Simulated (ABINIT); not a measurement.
# Ni (P6_3/mmc) in ABINIT: reference runs

Aim: a first look at Ni with PBE, on the cell as given.

Program: ABINIT 10.8.3 (patched build). These are calculated values, not measurements. Logs are shortened: lines on timing, memory, paths and dates and some standing lists are left out, and cuts for length are marked. The log counts tension as positive stress, the text compression.

## (1) Starting point

The structure is hexagonal, space group P6_3/mmc (No. 194). The conventional cell has a = 2.448 Å, b = 2.448 Å, c = 4.073 Å, α = 90.00°, β = 90.00°, γ = 120.00°. Around Ni (site symmetry -6m2) lie 12 Ni at 2.45 to 2.48 Å.

This isn't the form of Ni at room conditions, which is fcc.

## (2) Single point, PBE, collinear spin, ferromagnetic start

run.abi

```
pp_dirpath "./"
pseudos "Ni.GGA_PBE-JTH.xml"

structure "poscar:POSCAR"
natom 2

ecut 41.0
pawecutdg 63.0

kptopt 1
ngkpt 12 12 7
nshiftk 1
shiftk 0.0 0.0 0.0

ixc 11

nband 23
occopt 3
tsmear 0.05 eV

nsppol 2
spinat
     0.0000000000     0.0000000000     1.0000000000
     0.0000000000     0.0000000000     1.0000000000

nstep 100
tolvrs 1.0e-9

iomode 3
prtwf 0
prteig 0
prtebands 0
prtden 1
prtvha 1
prtvclmb 1
prtpot 1
```

POSCAR

```
Ni
1.0
    2.4480228978      0.0000000000      0.0000000000
   -1.2240114489      2.1200500186      0.0000000000
    0.0000000000      0.0000000000      4.0728075700
Ni
2
Direct
    0.6666666667      0.3333333333      0.7500000000  Ni
    0.3333333333      0.6666666667      0.2500000000  Ni
```

Potentials or basis: JTH PAW PBE v2.0.

Launch:

```bash
> abinit run.abi > log 2>&1
```

run.abo:

```text
.Version 10.8.3 of ABINIT
 Symmetries : space group P6_3/m m c (#194); Bravais hP (primitive hexag.)
================================================================================
 Values of the parameters that define the memory need of the present run
     intxc =       0    ionmov =       0      iscf =      17    lmnmax =      18
     lnmax =       6     mgfft =      48  mpssoang =       3    mqgrid =    3001
     natom =       2  nloc_mem =       2    nspden =       2   nspinor =       1
    nsppol =       2      nsym =      24    n1xccc =       1    ntypat =       1
    occopt =       3   xclevel =       2
       mpw =        1822          nfft =       43200          nkpt =          76
 PAW method is used; the additional fine FFT grid is defined by:
   mgfftf=        60    nfftf =     77760
================================================================================
================================================================================

--------------------------------------------------------------------------------
------------- Echo of variables that govern the present computation ------------
--------------------------------------------------------------------------------
 -outvars: echo values of preprocessed input variables --------
            acell      1.0000000000E+00  1.0000000000E+00  1.0000000000E+00 Bohr
              amu      5.86900000E+01
             ecut      4.10000000E+01 Hartree
                       outvar_i_n : Printing only first  50 k-points.
              ixc          11
                       outvar_i_n : Printing only first  50 k-points.
         kptrlatt       12    0    0      0   12    0      0    0    7
          kptrlen      5.38754361E+01
            natom           2
            nband          23
            ngfft          30      30      48
          ngfftdg          36      36      60
             nkpt          76
           nspden           2
           nsppol           2
            nstep         100
             nsym          24
           ntypat           1
                       prtocc : prtvol=0, do not print more k-points.
                       1.000000  1.000000  1.000000  1.000000  1.000000  1.000000
                       1.000000  1.000000  1.000000  1.000000  1.000000  1.000000
                       1.000000  1.000000  1.000000  1.000000  1.000000  1.000000
                       0.000000  0.000000  0.000000  0.000000  0.000000
                       1.000000  1.000000  1.000000  1.000000  1.000000  1.000000
                       1.000000  1.000000  1.000000  1.000000  1.000000  1.000000
                       1.000000  1.000000  1.000000  1.000000  1.000000  1.000000
                       0.000000  0.000000  0.000000  0.000000  0.000000
                       1.000000  1.000000  1.000000  1.000000  1.000000  1.000000
                       1.000000  1.000000  1.000000  1.000000  1.000000  1.000000
                       1.000000  1.000000  1.000000  1.000000  1.000000  1.000000
                       0.000000  0.000000  0.000000  0.000000  0.000000
                       1.000000  1.000000  1.000000  1.000000  1.000000  1.000000
                       1.000000  1.000000  1.000000  1.000000  1.000000  1.000000
                       1.000000  1.000000  1.000000  1.000000  1.000000  1.000000
                       0.000000  0.000000  0.000000  0.000000  0.000000
                       1.000000  1.000000  1.000000  1.000000  1.000000  1.000000
[... 168 lines left out ...]
                       1.000000  1.000000  1.000000  1.000000  1.000000  1.000000
                       1.000000  1.000000  1.000000  1.000000  1.000000  1.000000
                       0.000000  0.000000  0.000000  0.000000  0.000000
                       1.000000  1.000000  1.000000  1.000000  1.000000  1.000000
                       1.000000  1.000000  1.000000  1.000000  1.000000  1.000000
                       1.000000  1.000000  1.000000  1.000000  1.000000  1.000000
                       0.000000  0.000000  0.000000  0.000000  0.000000
                       1.000000  1.000000  1.000000  1.000000  1.000000  1.000000
                       1.000000  1.000000  1.000000  1.000000  1.000000  1.000000
                       1.000000  1.000000  1.000000  1.000000  1.000000  1.000000
                       0.000000  0.000000  0.000000  0.000000  0.000000
                       1.000000  1.000000  1.000000  1.000000  1.000000  1.000000
                       1.000000  1.000000  1.000000  1.000000  1.000000  1.000000
                       1.000000  1.000000  1.000000  1.000000  1.000000  1.000000
                       0.000000  0.000000  0.000000  0.000000  0.000000
                       prtocc : prtvol=0, do not print more k-points.
           occopt           3
        pawecutdg      6.30000000E+01 Hartree
         pawxcdev           0
        prtebands           0
           prteig           0
           prtpot           1
         prtvclmb           1
           prtvha           1
            prtwf           0
            rprim      4.6260928268E+00  0.0000000000E+00  0.0000000000E+00
                      -2.3130464134E+00  4.0063139084E+00  0.0000000000E+00
                       0.0000000000E+00  0.0000000000E+00  7.6964908708E+00
          spgroup         194
           spinat      0.0000000000E+00  0.0000000000E+00  1.0000000000E+00
                       0.0000000000E+00  0.0000000000E+00  1.0000000000E+00
[... 123 lines left out ...]
    Atom    Radius    up_density   dn_density  Total(up+dn)  Diff(up-dn)
    1 Ni   1.81432     8.271463     7.583192     15.854655     0.688271
    2 Ni   1.81432     8.271463     7.583192     15.854655     0.688271
 ------------------------------------------------------------------------------------------------------------
  Sum:                16.542926    15.166383     31.709309     1.376543
 Total magnetization (from the atomic spheres):                1.376543
 Total magnetization (exact up - dn):                          1.294810

================================================================================

 ----iterations are completed or convergence reached----

 Mean square residual over all n,k,spin=   39.033E-08; max=  36.309E-05
 reduced coordinates (array xred) for    2 atoms
       0.666666666667      0.333333333333      0.750000000000
       0.333333333333      0.666666666667      0.250000000000
 rms dE/dt=  8.2262E-28; max dE/dt=  0.0000E+00; dE/dt below (all hartree)
    1       0.000000000000     -0.000000000000      0.000000000000
    2      -0.000000000000     -0.000000000000      0.000000000000

 cartesian coordinates (angstrom) at end:
    1      1.22401144890000     0.70668333953333     3.05460567750000
    2      0.00000000000000     1.41336667906667     1.01820189250000

 cartesian forces (hartree/bohr) at end:
    1     -0.00000000000000    -0.00000000000000    -0.00000000000000
    2      0.00000000000000     0.00000000000000    -0.00000000000000
 frms,max,avg= 1.3442008E-28 2.0163012E-28   0.000E+00  0.000E+00  0.000E+00 h/b

 cartesian forces (eV/Angstrom) at end:
    1     -0.00000000000000    -0.00000000000000    -0.00000000000000
    2      0.00000000000000     0.00000000000000    -0.00000000000000
 frms,max,avg= 6.9121585E-27 1.0368238E-26   0.000E+00  0.000E+00  0.000E+00 e/A
 length scales=  1.000000000000  1.000000000000  1.000000000000 bohr
              =  0.529177210544  0.529177210544  0.529177210544 angstroms
 Fermi (or HOMO) energy (hartree) =   0.44244   Average Vxc (hartree)=  -0.49356
 Magnetization (Bohr magneton)=  1.29481140E+00
 Total spin up =  1.86474057E+01   Total spin down =  1.73525943E+01
 Eigenvalues (hartree) for nkpt=  76  k points, SPIN UP:
 kpt#   1, nband= 23, wtk=  0.00099, kpt=  0.0000  0.0000  0.0000 (reduced coord)
  -3.37099   -3.36970   -1.91737   -1.91153   -1.91153   -1.91039   -1.91039   -1.90891
   0.09791    0.25441    0.34587    0.35187    0.35187    0.36167    0.36167    0.38081
   0.38081    0.41542    0.41542    0.41902    0.64498    1.28281    1.36617
      occupation numbers for kpt#   1
   1.00000    1.00000    1.00000    1.00000    1.00000    1.00000    1.00000    1.00000
   1.00000    1.00000    1.00000    1.00000    1.00000    1.00000    1.00000    1.00000
   1.00000    1.00000    1.00000    1.00000    0.00000    0.00000    0.00000
 prteigrs : prtvol=0 or 1, do not print more k-points.

 Eigenvalues (hartree) for nkpt=  76  k points, SPIN DOWN:
 kpt#   1, nband= 23, wtk=  0.00099, kpt=  0.0000  0.0000  0.0000 (reduced coord)
  -3.33957   -3.33824   -1.88751   -1.88045   -1.88045   -1.87927   -1.87927   -1.87874
   0.09671    0.26950    0.37308    0.37793    0.37793    0.38846    0.38846    0.40582
   0.40582    0.41694    0.44200    0.44200    0.66145    1.27771    1.36395
      occupation numbers for kpt#   1
   1.00000    1.00000    1.00000    1.00000    1.00000    1.00000    1.00000    1.00000
   1.00000    1.00000    1.00000    1.00000    1.00000    1.00000    1.00000    1.00000
   1.00000    1.00000    0.55947    0.55947    0.00000    0.00000    0.00000
 prteigrs : prtvol=0 or 1, do not print more k-points.

--- !EnergyTerms
iteration_state     : {dtset: 1, }
comment             : Components of total free energy in Hartree
kinetic             :  5.78886897134054E+01
hartree             :  7.87817757726238E+01
xc                  : -1.33423371769411E+01
Ewald energy        : -2.25636198732577E+02
psp_core            :  1.11006928110291E+01
local_psp           : -2.38912339216682E+02
PAW spherical_terms : -1.16125388584756E+01
internal            : -3.41732255687617E+02
'-kT*entropy'       : -1.26143784507747E-03
total_energy        : -3.41733517125462E+02
total_energy_eV     : -9.29904272769850E+03
...

--- !EnergyTermsDC
iteration_state     : {dtset: 1, }
comment             : '"Double-counting" decomposition of free energy'
band_energy         : -2.91390495372372E+01
Ewald energy        : -2.25636198732577E+02
psp_core            :  1.11006928110291E+01
xc_dc               : -7.47639000628689E+01
PAW spherical_terms : -2.32938334660077E+01
internal            : -3.41732288987661E+02
'-kT*entropy'       : -1.26143784507747E-03
total_energy_dc     : -3.41733550425506E+02
total_energy_dc_eV  : -9.29904363383888E+03
...

--- !EnergyTermsWithPAWCore
iteration_state     : {dtset: 1, }
comment             : 'Components of total free energy, including PAW core contributions'
Total energy        : -3.04158860740975E+03
Total energy DC     : -3.04158864070979E+03
Total energy (eV)   : -8.27658423976021E+04
Total energy DC (eV): -8.27658433037425E+04
...

 Cartesian components of stress tensor (hartree/bohr^3)
  sigma(1 1)= -3.17536831E-04  sigma(3 2)=  0.00000000E+00
  sigma(2 2)= -3.17536836E-04  sigma(3 1)=  0.00000000E+00
  sigma(3 3)= -1.83702496E-04  sigma(2 1)=  0.00000000E+00

-Cartesian components of stress tensor (GPa)         [Pressure=  8.0297E+00 GPa]
- sigma(1 1)= -9.34225612E+00  sigma(3 2)=  0.00000000E+00
- sigma(2 2)= -9.34225625E+00  sigma(3 1)=  0.00000000E+00
- sigma(3 3)= -5.40471403E+00  sigma(2 1)=  0.00000000E+00

== END DATASET(S) ==============================================================
================================================================================

 -outvars: echo values of variables after computation  --------
            acell      1.0000000000E+00  1.0000000000E+00  1.0000000000E+00 Bohr
           etotal     -3.4173355043E+02
            fcart     -1.1641120591E-28 -2.0163012321E-28 -0.0000000000E+00
                       1.1641120591E-28  2.0163012321E-28 -0.0000000000E+00
            rprim      4.6260928268E+00  0.0000000000E+00  0.0000000000E+00
                      -2.3130464134E+00  4.0063139084E+00  0.0000000000E+00
                       0.0000000000E+00  0.0000000000E+00  7.6964908708E+00
           strten     -3.1753683149E-04 -3.1753683582E-04 -1.8370249619E-04
                       0.0000000000E+00  0.0000000000E+00  0.0000000000E+00
           xangst      1.2240114489E+00  7.0668333953E-01  3.0546056775E+00
                       3.5420172258E-17  1.4133666791E+00  1.0182018925E+00
             xred      6.6666666667E-01  3.3333333333E-01  7.5000000000E-01
                       3.3333333333E-01  6.6666666667E-01  2.5000000000E-01
 Calculation completed.
```

Run time: 5.6 min. Hardware: 1 thread of Intel Xeon at 2.70GHz, shared host; peak memory 0.27 GiB.

Results:

- Free energy: -9299.0436 eV
- Pressure: 8.0 GPa
- Band gap on the k mesh: none (metal or under the smearing width)
- Net moment: 1.29 μB per cell
- Site moments: Ni +0.69 μB
- Valence electrons inside the program's atomic spheres: Ni 15.85 (radii [0.9601] Å)

Levels at points of the mesh, in eV from the Fermi level:
Spin up:
| k point | band 15 | band 16 | band 17 | band 18 | band 19 | band 20 | band 21 | band 22 | band 23 |
| --- | --- | --- | --- | --- | --- | --- | --- | --- | --- |
| (0.00, 0.00, 0.00) | -2.20 | -1.68 | -1.68 | -0.74 | -0.74 | -0.64 | 5.51 | 22.87 | 25.14 |
| (0.50, 0.00, 0.00) | -2.18 | -0.62 | -0.57 | -0.50 | 1.17 | 3.12 | 9.35 | 9.88 | 12.44 |
Spin down:
```tsv
k point	band 14	band 15	band 16	band 17	band 18	band 19	band 20	band 21
(0.00, 0.00, 0.00)	-1.47	-1.47	-1.00	-1.00	-0.69	-0.01	-0.01	5.96
(0.50, 0.00, 0.00)	-1.82	-1.48	0.16	0.20	0.32	1.68	3.52	9.47
```

## (3) Single point, PBE, collinear spin, ferromagnetic start

run.py

```python
import json, os
import numpy as np
from ase.units import GPa
from ase.calculators.abinit import Abinit, AbinitProfile
from ase.io import read

atoms = read('Ni.cif')
atoms.set_initial_magnetic_moments([1.0, 1.0])

profile = AbinitProfile(command='abinit', pp_paths=[os.path.abspath('pseudos')])
params = dict(
    pps='pawxml', xc='PBE',
    ecut=1115.6668,
    pawecutdg=1714.3173,
    kptopt=1,
    ngkpt=[12, 12, 7],
    nshiftk=1,
    shiftk=[0.0, 0.0, 0.0],
    ixc=11,
    nband=23,
    occopt=3,
    tsmear=0.05,
    nstep=100,
    tolvrs=1e-09,
    prtwf=0,
    prtden=0,
)

atoms.calc = Abinit(profile=profile, directory='run', **params)
energy = atoms.get_potential_energy()
forces = atoms.get_forces()
stress = atoms.get_stress()
print(f'energy {energy:.6f} eV')
print('forces (eV/A)')
print(np.round(forces, 5))
print('stress (GPa, Voigt, tension positive)', np.round(stress / GPa, 4))
json.dump(dict(energy=energy, forces=forces.tolist(), stress=stress.tolist(), cell=atoms.cell.tolist(), frac=atoms.get_scaled_positions(wrap=False).tolist()), open('results.json', 'w'))
```

Ni.cif

```cif
data_Ni
_cell_length_a 2.44802290
_cell_length_b 2.44802290
_cell_length_c 4.07280757
_cell_angle_alpha 90.00000000
_cell_angle_beta 90.00000000
_cell_angle_gamma 120.00000000
_space_group_name_H-M_alt 'P1'
_space_group_name_Hall 'P 1'
_space_group_IT_number 1
loop_
_space_group_symop_operation_xyz
'x,y,z'
loop_
_atom_site_label
_atom_site_type_symbol
_atom_site_symmetry_multiplicity
_atom_site_Wyckoff_symbol
_atom_site_fract_x
_atom_site_fract_y
_atom_site_fract_z
_atom_site_occupancy
Ni1 Ni 1 a 0.6666666667 0.3333333333 0.7500000000 1
Ni2 Ni 1 a 0.3333333333 0.6666666667 0.2500000000 1
```

Potentials or basis: JTH PAW PBE v2.0.

Launch:

```bash
> python run.py
```

The log of the run:

```text
energy -9299.042728 eV
forces (eV/A)
[[-0.  0. -0.]
 [ 0. -0. -0.]]
stress (GPa, Voigt, tension positive) [-9.3423 -9.3423 -5.4047  0.      0.      0.    ]
```

abinit.in:

```text
spinat
0.00000000000000 0.00000000000000 1.00000000000000
0.00000000000000 0.00000000000000 1.00000000000000
ecut 1115.6668 eV
ixc 11
kptopt 1
natom 2
nband 23
ngkpt
12 12 7
nshiftk 1
nsppol 2
nstep 100
occopt 3
pawecutdg 1714.3173 eV
prtden 0
prtwf 0
shiftk
0.0 0.0 0.0
tolvrs 1e-09
tsmear 0.05 eV
#Definition of the unit cell
acell
1.00000000000000 1.00000000000000 1.00000000000000 Angstrom
rprim
2.44802290000000 0.00000000000000 0.00000000000000
-1.22401145000000 2.12005002044605 0.00000000000000
0.00000000000000 0.00000000000000 4.07280757000000
chkprim 0 # Allow non-primitive cells
#Definition of the atom types
ntypat 1
znucl 28
#Enumerate different atomic species
typat
 1 1
pseudos "./pseudos/Ni.GGA_PBE-JTH.xml"
#Definition of the atoms
xcart
2.31304641561985 1.33543797043913 5.77236815290156
-0.00000000023130 2.67087594127889 1.92412271763385
chkexit 1 # abinit.exit file in the running directory terminates after the current SCF
```

abinit.abo:

```text
.Version 10.8.3 of ABINIT
 Symmetries : space group P6_3/m m c (#194); Bravais hP (primitive hexag.)
================================================================================
 Values of the parameters that define the memory need of the present run
     intxc =       0    ionmov =       0      iscf =      17    lmnmax =      18
[... 490 lines left out ...]
           strten     -3.1753676027E-04 -3.1753676027E-04 -1.8370243257E-04
                       0.0000000000E+00  0.0000000000E+00  0.0000000000E+00
           xangst      1.2240114500E+00  7.0668334011E-01  3.0546056774E+00
                      -2.2944639730E-11  1.4133666803E+00  1.0182018924E+00
             xred      6.6666666665E-01  3.3333333331E-01  7.4999999998E-01
                       3.3333333331E-01  6.6666666665E-01  2.4999999998E-01
 Calculation completed.
```

Wall time 5.6 min (1 thread of Intel Xeon at 2.70GHz, shared host); peak memory 0.26 GiB.

What came out:

```
Free energy                                           : -9299.0436 eV
Pressure                                              : 8.0 GPa
Band gap on the k mesh                                : none (metal or under the smearing width)
Net moment                                            : 1.29 μB per cell
Site moments                                          : Ni +0.69 μB
Valence electrons inside the program's atomic spheres : Ni 15.85 (radii [0.9601] Å)
```

Stress tensor (GPa, compression positive):
```
9.34 0.00 0.00
0.00 9.34 0.00
0.00 0.00 5.40
```
